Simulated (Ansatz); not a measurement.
BaTe (rocksalt) at its r2SCAN geometry, run in the plane-wave code Ansatz at 3 levels of theory. Calculated for a static, non-magnetic cell.

The r2SCAN input:
```yaml
crystal:
  lattice:
    - [0.0, 3.5323868488, 3.5323868488]
    - [3.5323868488, 0.0, 3.5323868488]
    - [3.5323868488, 3.5323868488, 0.0]
  atoms:
    - { symbol: Ba, position: [0.0, 0.0, 0.0] }
    - { symbol: Te, position: [0.5, 0.5, 0.5] }
kpoints:
  mp_grid: { grid: [6, 6, 6] }
  band_path:
    path:
      - [0.0, 0.0, 0.0]
      - [0.5, 0.0, 0.5]
      - [0.625, 0.25, 0.625]
      - [0.375, 0.375, 0.75]
      - [0.5, 0.5, 0.5]
      - [0.5, 0.25, 0.75]
      - [0.0, 0.5, 0.5]
    npoints: 1
hamiltonian:
  xc: r2scan
scf:
  occupations: { method: fixed }
  n_extra_bands: 4
output:
  forces: true
  stress: true
  eigenvalues: true
```

Main results, then, where recorded, the levels near the gap in eV from the Fermi energy (columns number the bands from 0), one row a point of the path (Γ, X, U, K, L, W, X):
```
Crystal: 2 atoms, lattice volume = 88.153 Å³
Symmetry: 48 space group operations
Space group: Fm-3m (ITA 225)
```
```
Basis set: ecut = 500 eV, 2229 PW (Γ)
k-points: 16 of 216
SCF 1 converged in 6 iterations: F = -12963.525347 eV  dr2 = 8.05e-9
Free energy (F): -12963.525347 eV
Fermi energy:    5.892226 eV
--- Stress (GPa, compression-positive) ---
       -0.019813       0.000000       0.000000
        0.000000      -0.019813       0.000000
        0.000000       0.000000      -0.019813
  P = ⅓ Tr σ = -0.0198 GPa (-0.198 kbar)
```
```tsv
band_10	band_11	band_12	band_13	band_14	band_15
0.000	0.000	0.000	3.431	3.431	3.431
-1.080	-0.361	-0.361	2.004	4.970	5.309
-1.162	-0.996	-0.702	3.023	5.424	5.653
-1.162	-0.996	-0.702	3.023	5.424	5.653
-2.080	-1.011	-1.011	4.558	5.262	5.420
-1.170	-0.877	-0.877	3.936	3.936	5.414
-1.080	-0.361	-0.361	2.004	4.970	5.309
```

The r2SCAN gap is indirect, 2.00 eV (Γ to X), below the direct gap of 2.36 eV at X.

Q: In the first input these blocks are replaced (the band path and keys that only write files left aside):
```yaml
kpoints:
  mp_grid: { grid: [4, 4, 4] }
hamiltonian:
  xc: hse06
```
What comes out?

A:
```
Basis set: ecut = 420 eV, 1759 PW (Γ)
k-points: 8 of 64
SCF 1 stopped early in 2 iterations: F = -12933.131376 eV  dr2 = 8.74e-5
Exchange kernel: α = 0.2500, screened, ω = 0.2079 Å⁻¹, Wigner–Seitz truncation, v(0) = 1044.0120 eV·Å³, q-mesh 4×4×4
SCF 2 stopped early in 7 iterations: F = -12942.744364 eV  dr2 = 1.54e-7
hybrid outer 1: dexx = +4.588e-3 eV, tail = 4.87e-5 eV
SCF 3 converged in 4 iterations: F = -12942.744421 eV  dr2 = 9.70e-9
hybrid outer 2: dexx = +1.989e-7 eV, tail = 2.43e-8 eV, Δε = 9.58e-4 eV
Free energy (F): -12942.744422 eV
Fermi energy:    5.623121 eV
--- Stress (GPa, compression-positive) ---
       -0.223665       0.000000       0.000000
        0.000000      -0.223665       0.000000
        0.000000       0.000000      -0.223665
  P = ⅓ Tr σ = -0.2237 GPa (-2.237 kbar)
```
```tsv
band_10	band_11	band_12	band_13	band_14	band_15
0.000	0.000	0.000	3.663	3.840	3.840
-1.202	-0.405	-0.405	2.347	5.380	5.462
-1.269	-1.102	-0.762	3.397	5.910	6.099
-1.269	-1.102	-0.762	3.397	5.910	6.099
-2.272	-1.083	-1.083	4.857	5.732	5.928
-1.273	-0.966	-0.966	4.356	4.356	5.699
-1.202	-0.405	-0.405	2.347	5.380	5.462
```
With HSE06 the valence top lies at Γ and the conduction bottom at X, 2.35 eV higher; the smallest vertical gap, at X, is 2.75 eV. The mean stress, -0.2 GPa, is small, and the program warns that its thresholds are loose for a hybrid's stress.

Q: Another run on the same cell gave
```
Basis set: ecut = 420 eV, 1759 PW (Γ)
k-points: 8 of 64
SCF 1 stopped early in 2 iterations: F = -12933.131238 eV  dr2 = 8.85e-5
SCF 2 stopped early in 6 iterations: F = -12940.864522 eV  dr2 = 1.58e-6
hybrid outer 1: dexx = +7.521e-3 eV, tail = 5.26e-5 eV
SCF 3 converged in 4 iterations: F = -12940.864604 eV  dr2 = 2.65e-9
hybrid outer 2: dexx = +6.065e-7 eV, tail = 1.26e-8 eV, Δε = 1.19e-3 eV
Free energy (F): -12940.864604 eV
Fermi energy:    5.284019 eV
--- Stress (GPa, compression-positive) ---
       -0.240537       0.000000       0.000000
        0.000000      -0.240537       0.000000
        0.000000       0.000000      -0.240537
  P = ⅓ Tr σ = -0.2405 GPa (-2.405 kbar)
```
```tsv
band_10	band_11	band_12	band_13	band_14	band_15
0.000	0.000	0.000	4.299	4.526	4.526
-1.256	-0.422	-0.422	3.001	6.078	6.139
-1.314	-1.154	-0.789	4.071	6.614	6.801
-1.314	-1.154	-0.789	4.071	6.614	6.801
-2.354	-1.125	-1.125	5.511	6.441	6.644
-1.316	-1.008	-1.008	5.045	5.045	6.391
-1.256	-0.422	-0.422	3.001	6.078	6.139
```
Which level of theory and mesh gave it?

A: It is PBE0, judged by the exchange loop and the size of the gap (a near hybrid could fit too), on 4×4×4; the blocks that differ from the first input, but for the band path:
```yaml
kpoints:
  mp_grid: { grid: [4, 4, 4] }
hamiltonian:
  xc: pbe0
```
With PBE0 the valence top lies at Γ and the conduction bottom at X, 3.00 eV higher; the smallest vertical gap, at X, is 3.42 eV. The mean stress, -0.2 GPa, is small, and the program warns that its thresholds are loose for a hybrid's stress.

The hybrids run on coarser meshes, which limits their stresses and small splittings of levels.

Totals of different functionals can't be compared.

Spin-orbit coupling is left out, which matters wherever the heavy atoms make up the band edges.

The meshes of the hybrids are coarse, so their gaps aren't converged to the digits shown.
